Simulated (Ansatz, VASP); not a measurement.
## LiCl: VASP beside Ansatz

Aim: how closely do two programs agree when they are given the same cell, functional and k mesh? The cell is taken from a series of runs on this material, whose earlier steps may have relaxed, scaled, displaced or heated it; both programs get it as it stands.

Program: Ansatz 0.2.0. Level of theory: plane waves, with VASP 6.6.1 beside it; LDA. Results are calculated unless marked as measured.

## (1) The starting structure

The cell holds 4 atoms: 2 Cl and 2 Li. Cell: a = 3.410 Å, b = 3.410 Å, c = 28.940 Å, α = 90.0°, β = 90.0°, γ = 90.0°. Vacuum lies along c.

As a file:

```xyz
4
Lattice="2.4113 2.4113 0.0000 -2.4113 2.4113 0.0000 0.0000 0.0000 28.9400" Properties=species:S:1:pos:R:3
Cl    0.0000    2.4113    6.4550
Cl    0.0000    0.0000    9.1150
Li    0.0000    0.0000    6.7140
Li    0.0000    2.4113    8.8560
```

## (2) VASP: zone-centre phonons, LDA

Second derivatives magnify differences that forces hide, and they need a tight electronic threshold.

Lines of VASP's logs that name or quote its potential files are left out, and so is its time.

Contents of INCAR:

```
SYSTEM = LiCl
PREC = Accurate
ENCUT = 750
EDIFF = 1E-08
NELM = 120
ISMEAR = 0
SIGMA = 0.01
LREAL = .FALSE.
ALGO = Normal
GGA = PW92
NBANDS = 16
LORBIT = 11
LWAVE = .FALSE.
LCHARG = .FALSE.
ISIF = 2
IBRION = 8
LASPH = .TRUE.
GGA_COMPAT = .FALSE.
EFERMI = MIDGAP
NELMDL = -8
KPAR = 2
```

Contents of POSCAR:

```
LiCl
1.0
    2.4113272058      2.4113272058      0.0000000000
   -2.4113272058      2.4113272058      0.0000000000
    0.0000000000      0.0000000000     28.9400306800
Cl Li
2 2
Direct
    0.5000000000      0.5000000000      0.2230463479
    0.0000000000      0.0000000000      0.3149627569
    0.0000000000      0.0000000000      0.2319956237
    0.5000000000      0.5000000000      0.3060134811
```

Contents of KPOINTS:

```
Automatic mesh
0
Gamma
8 8 1
0 0 0
```

The projector-augmented-wave data sets are Cl and Li_sv (LDA family, release 64).

Run with:

```bash
> mpirun -np 2 vasp_std
```

Numbers of over 12 decimals in the logs are rounded to 6 here.

What it wrote:

```text
[banner, memory and clock lines left out]
running    2 mpi-ranks, on    1 nodes
 distrk:  each k-point on    1 cores,    2 groups
 distr:  one band on    1 cores,    1 groups

 POSCAR found type information on POSCAR ClLi
 POSCAR found :  2 types and       4 ions
|                                                                             |
|               ----> ADVICE to this user running VASP <----                  |
|                                                                             |
|     You enforced a specific xc type in the INCAR file but a different       |
|     [... a line on the potential file left out ...]
|     I HOPE YOU KNOW WHAT YOU ARE DOING!                                     |
|                                                                             |

 LDA part: xc-table for (Slater(with rela. corr.)+PW92), standard interpolation
 POSCAR, INCAR and KPOINTS ok, starting setup
 FFT: planning ... GRIDC
 FFT: planning ... GRID_SOFT
 FFT: planning ... GRID
 WAVECAR not read
 entering main loop
       N       E                     dE             d eps       ncg     rms          rms(c)
DAV:   1     0.201990053271E+03    0.20199E+03   -0.86661E+03   488   0.120E+03
DAV:   2     0.238291694565E+02   -0.17816E+03   -0.16840E+03   736   0.219E+02
DAV:   3    -0.117729278844E+02   -0.35602E+02   -0.35496E+02   528   0.103E+02
DAV:   4    -0.162661241235E+02   -0.44932E+01   -0.44778E+01   960   0.337E+01
DAV:   5    -0.164209114011E+02   -0.15479E+00   -0.15474E+00   664   0.830E+00
DAV:   6    -0.164303187096E+02   -0.94073E-02   -0.94068E-02   840   0.175E+00
DAV:   7    -0.164305069140E+02   -0.18820E-03   -0.18820E-03   752   0.263E-01
DAV:   8    -0.164305138395E+02   -0.69255E-05   -0.69253E-05   848   0.375E-02    0.411E+00
DAV:   9    -0.160203580680E+02    0.41016E+00   -0.61410E-01   656   0.386E+00    0.253E+00
DAV:  10    -0.158921061406E+02    0.12825E+00   -0.32741E-01   696   0.279E+00    0.134E+00
DAV:  11    -0.158549609978E+02    0.37145E-01   -0.43062E-02   768   0.119E+00    0.269E-01
DAV:  12    -0.158535281431E+02    0.14329E-02   -0.19012E-03   712   0.289E-01    0.165E-01
DAV:  13    -0.158451135612E+02    0.84146E-02   -0.77140E-03   704   0.413E-01    0.139E-01
DAV:  14    -0.158448241573E+02    0.28940E-03   -0.82032E-04   720   0.145E-01    0.148E-01
[...]
DAV:  22    -0.158486515208E+02   -0.34153E-04   -0.16463E-06   608   0.470E-03    0.340E-03
DAV:  23    -0.158486594589E+02   -0.79381E-05   -0.50490E-08   608   0.138E-03    0.127E-03
DAV:  24    -0.158486675505E+02   -0.80915E-05   -0.11284E-07   600   0.154E-03    0.906E-04
DAV:  25    -0.158486693880E+02   -0.18375E-05   -0.18427E-08   576   0.865E-04    0.225E-04
DAV:  26    -0.158486699295E+02   -0.54147E-06   -0.58828E-10   520   0.356E-04    0.161E-04
DAV:  27    -0.158486700509E+02   -0.12144E-06    0.21162E-09   520   0.220E-04    0.650E-05
DAV:  28    -0.158486701139E+02   -0.62951E-07    0.26396E-09   536   0.144E-04    0.226E-05
DAV:  29    -0.158486701228E+02   -0.89240E-08    0.31791E-09   504   0.754E-05
   1 F= -.15848670E+02 E0= -.15848670E+02  d E =0.000000E+00
 Linear response reoptimize wavefunctions to high precision
DAV:   1    -0.158486701243E+02   -0.14811E-08    0.33013E-09   584   0.405E-05
DAV:   2    -0.158486701244E+02   -0.76398E-10    0.33464E-09   504   0.211E-05
DAV:   3    -0.158486701243E+02    0.61846E-10    0.33543E-09   576   0.137E-05
 Linear response DOF=           4
 Linear response progress:
  Degree of freedom:   1/  4
       N       E                     dE             d eps       ncg     rms          rms(c)
RMM:   1    -0.183962911389E+00   -0.18396E+00    0.56441E-03  1549   0.247E+00
RMM:   2    -0.184650539458E+00   -0.68763E-03   -0.45852E-03  1369   0.412E-01    0.686E-02
RMM:   3    -0.185380134560E+00   -0.72960E-03   -0.11490E-03  1435   0.149E-01    0.390E-02
RMM:   4    -0.186044610409E+00   -0.66448E-03   -0.33527E-04  1512   0.840E-02    0.134E-02
RMM:   5    -0.185964405078E+00    0.80205E-04   -0.70990E-05  1627   0.347E-02    0.132E-02
RMM:   6    -0.185982779508E+00   -0.18374E-04   -0.15833E-05  1687   0.160E-02    0.729E-03
RMM:   7    -0.185998486004E+00   -0.15706E-04    0.44980E-07  1536   0.119E-02    0.302E-03
RMM:   8    -0.186005396443E+00   -0.69104E-05   -0.75744E-05  1661   0.501E-03    0.166E-03
RMM:   9    -0.186012710419E+00   -0.73140E-05    0.30236E-05  1719   0.243E-03    0.138E-03
RMM:  10    -0.186009006311E+00    0.37041E-05   -0.23494E-06  1694   0.113E-03    0.832E-04
RMM:  11    -0.186009337228E+00   -0.33092E-06   -0.90005E-06  1762   0.580E-04    0.259E-04
RMM:  12    -0.186009365579E+00   -0.28351E-07    0.11634E-07  1747   0.294E-04    0.701E-05
RMM:  13    -0.186009585831E+00   -0.22025E-06    0.12232E-06  1727   0.171E-04    0.105E-04
RMM:  14    -0.186009526847E+00    0.58984E-07    0.73336E-07  1699   0.103E-04    0.237E-05
RMM:  15    -0.186009536942E+00   -0.10094E-07   -0.59441E-07  1748   0.730E-05    0.119E-05
RMM:  16    -0.186009532757E+00    0.41850E-08   -0.78834E-08  1641   0.557E-05    0.337E-06
 first order change of Fermi-energy  -0.13852E-03
 force on displaced ion       1 direction 1 :  -2.149   0.000   0.001
 Linear response progress:
  Degree of freedom:   2/  4
       N       E                     dE             d eps       ncg     rms          rms(c)
RMM:   1    -0.238356061488E+00   -0.23836E+00    0.56484E-03  1090   0.241E+00
RMM:   2    -0.238211773707E+00    0.14429E-03   -0.36985E-03  1018   0.388E-01    0.579E-02
RMM:   3    -0.238623083912E+00   -0.41131E-03   -0.10893E-03  1137   0.141E-01    0.260E-02
RMM:   4    -0.238812817931E+00   -0.18973E-03   -0.29734E-04  1155   0.723E-02    0.185E-02
RMM:   5    -0.238749867463E+00    0.62950E-04   -0.60200E-05  1224   0.299E-02    0.174E-02
RMM:   6    -0.238695255128E+00    0.54612E-04   -0.14096E-05  1178   0.145E-02    0.799E-03
RMM:   7    -0.238650113925E+00    0.45141E-04   -0.18748E-05  1093   0.144E-02    0.195E-03
RMM:   8    -0.238644154455E+00    0.59595E-05   -0.16133E-05  1209   0.525E-03    0.137E-03
RMM:   9    -0.238610889205E+00    0.33265E-04    0.27087E-05  1095   0.464E-03    0.483E-04
RMM:  10    -0.238604566081E+00    0.63231E-05    0.64794E-06  1210   0.225E-03    0.364E-04
RMM:  11    -0.238599343050E+00    0.52230E-05    0.49417E-07  1160   0.176E-03    0.247E-04
RMM:  12    -0.238599607690E+00   -0.26464E-06    0.27805E-06  1276   0.819E-04    0.155E-04
RMM:  13    -0.238598579534E+00    0.10282E-05   -0.23748E-06  1165   0.803E-04    0.906E-05
RMM:  14    -0.238598160571E+00    0.41896E-06    0.18258E-06  1221   0.488E-04    0.574E-05
[...]
RMM:  23    -0.238597201439E+00    0.23875E-07   -0.52948E-07  1207   0.459E-05    0.663E-07
RMM:  24    -0.238597184888E+00    0.16551E-07   -0.46866E-07  1180   0.432E-05    0.595E-07
RMM:  25    -0.238597176445E+00    0.84431E-08   -0.35814E-07  1177   0.408E-05    0.349E-07
RMM:  26    -0.238597164679E+00    0.11766E-07   -0.24923E-07  1123   0.393E-05    0.186E-07
RMM:  27    -0.238597159515E+00    0.51641E-08   -0.22114E-07  1028   0.384E-05    0.221E-07
RMM:  28    -0.238597151940E+00    0.75745E-08   -0.14213E-07  1005   0.378E-05    0.138E-07
RMM:  29    -0.238597148896E+00    0.30448E-08   -0.14936E-07   989   0.375E-05    0.149E-07
RMM:  30    -0.238597144298E+00    0.45971E-08   -0.74666E-08   980   0.371E-05    0.961E-08
 first order change of Fermi-energy   0.59200E+00
 force on displaced ion       1 direction 3 :   0.000  -0.000  -3.340
 Linear response progress:
  Degree of freedom:   3/  4
       N       E                     dE             d eps       ncg     rms          rms(c)
RMM:   1    -0.163946100797E+00   -0.16395E+00    0.22780E+00   817   0.176E+01
RMM:   2    -0.167393348517E+00   -0.34472E-02   -0.21755E-02  1342   0.101E+00    0.993E-02
RMM:   3    -0.167615795706E+00   -0.22245E-03   -0.46772E-03  1579   0.421E-01    0.488E-02
RMM:   4    -0.167543852277E+00    0.71943E-04   -0.10025E-03  1596   0.214E-01    0.100E-02
RMM:   5    -0.167563225724E+00   -0.19373E-04   -0.24199E-04  1650   0.831E-02    0.333E-03
RMM:   6    -0.167595169508E+00   -0.31944E-04   -0.16351E-04  1681   0.559E-02    0.229E-03
RMM:   7    -0.167634224536E+00   -0.39055E-04   -0.12256E-04  1649   0.392E-02    0.470E-04
RMM:   8    -0.167646719678E+00   -0.12495E-04   -0.99708E-05  1760   0.303E-02    0.620E-04
RMM:   9    -0.167646872549E+00   -0.15287E-06   -0.90894E-05  1760   0.246E-02    0.989E-04
RMM:  10    -0.167651429368E+00   -0.45568E-05   -0.65453E-05  1682   0.212E-02    0.622E-04
RMM:  11    -0.167658612811E+00   -0.71834E-05   -0.68246E-05  1680   0.189E-02    0.368E-04
RMM:  12    -0.167661183990E+00   -0.25712E-05   -0.52067E-05  1758   0.170E-02    0.392E-04
RMM:  13    -0.167662215114E+00   -0.10311E-05   -0.48679E-05  1730   0.154E-02    0.563E-04
RMM:  14    -0.167662350217E+00   -0.13510E-06   -0.36340E-05  1683   0.137E-02    0.727E-04
RMM:  15    -0.167663491099E+00   -0.11409E-05   -0.31473E-05  1736   0.123E-02    0.769E-04
RMM:  16    -0.167662764050E+00    0.72705E-06   -0.23856E-05  1630   0.114E-02    0.840E-04
RMM:  17    -0.167663847042E+00   -0.10830E-05   -0.25757E-05  1682   0.105E-02    0.855E-04
 first order change of Fermi-energy  -0.38498E-04
 force on displaced ion       3 direction 1 :  -1.824   0.000   0.000
 Linear response progress:
  Degree of freedom:   4/  4
       N       E                     dE             d eps       ncg     rms          rms(c)
RMM:   1    -0.168589878466E+00   -0.16859E+00    0.12618E+00   741   0.140E+01
RMM:   2    -0.173382529817E+00   -0.47927E-02   -0.21429E-02   961   0.973E-01    0.103E-01
RMM:   3    -0.173529897153E+00   -0.14737E-03   -0.47648E-03  1107   0.416E-01    0.498E-02
RMM:   4    -0.173419082729E+00    0.11081E-03   -0.10585E-03  1190   0.208E-01    0.142E-02
RMM:   5    -0.173415309697E+00    0.37730E-05   -0.29734E-04  1214   0.728E-02    0.595E-03
RMM:   6    -0.173432489135E+00   -0.17179E-04   -0.17254E-04  1207   0.441E-02    0.375E-03
RMM:   7    -0.173462818175E+00   -0.30329E-04   -0.18021E-04  1188   0.330E-02    0.149E-03
RMM:   8    -0.173467015393E+00   -0.41972E-05   -0.13082E-04  1207   0.262E-02    0.693E-04
RMM:   9    -0.173467020641E+00   -0.52481E-08   -0.12980E-04  1195   0.224E-02    0.413E-04
RMM:  10    -0.173466533899E+00    0.48674E-06   -0.98731E-05  1186   0.202E-02    0.279E-04
RMM:  11    -0.173468363154E+00   -0.18293E-05   -0.12344E-04  1151   0.184E-02    0.198E-04
RMM:  12    -0.173472626268E+00   -0.42631E-05   -0.11725E-04  1179   0.169E-02    0.116E-04
RMM:  13    -0.173475222010E+00   -0.25957E-05   -0.95871E-05  1224   0.155E-02    0.120E-04
RMM:  14    -0.173478411627E+00   -0.31896E-05   -0.88848E-05  1178   0.144E-02    0.132E-04
RMM:  15    -0.173480676067E+00   -0.22644E-05   -0.68154E-05  1256   0.132E-02    0.325E-04
RMM:  16    -0.173484338414E+00   -0.36623E-05   -0.63839E-05  1108   0.120E-02    0.380E-04
RMM:  17    -0.173486335664E+00   -0.19973E-05   -0.65756E-05  1183   0.109E-02    0.454E-04
RMM:  18    -0.173487207098E+00   -0.87143E-06   -0.55725E-05  1235   0.998E-03    0.576E-04
RMM:  19    -0.173488128412E+00   -0.92131E-06   -0.39762E-05  1131   0.915E-03    0.672E-04
RMM:  20    -0.173488458549E+00   -0.33014E-06   -0.30375E-05  1200   0.833E-03    0.782E-04
RMM:  21    -0.173489062994E+00   -0.60444E-06   -0.21726E-05  1215   0.756E-03    0.885E-04
RMM:  22    -0.173490073630E+00   -0.10106E-05   -0.19042E-05  1221   0.686E-03    0.918E-04
RMM:  23    -0.173490724099E+00   -0.65047E-06   -0.16162E-05  1119   0.624E-03    0.101E-03
RMM:  24    -0.173491211909E+00   -0.48781E-06   -0.15181E-05  1111   0.573E-03    0.104E-03
 first order change of Fermi-energy  -0.30309E+00
 force on displaced ion       3 direction 3 :   0.000   0.000  -2.562
 Linear response finished
```

(Continued in part 2 of 3.)

[Lines on the potential files, build, host, timing and source positions are cut from VASP's logs without a mark.]

[Logs are printed without paths, hosts, clocks, repeated set-up lines and the standing remarks that a program may print on its own settings, such as how far it seeks lower states.]

[Hosts, paths, dates, database ids (printed as entryN), source tags and the programs' standing remarks are cut or masked in the printed files.]
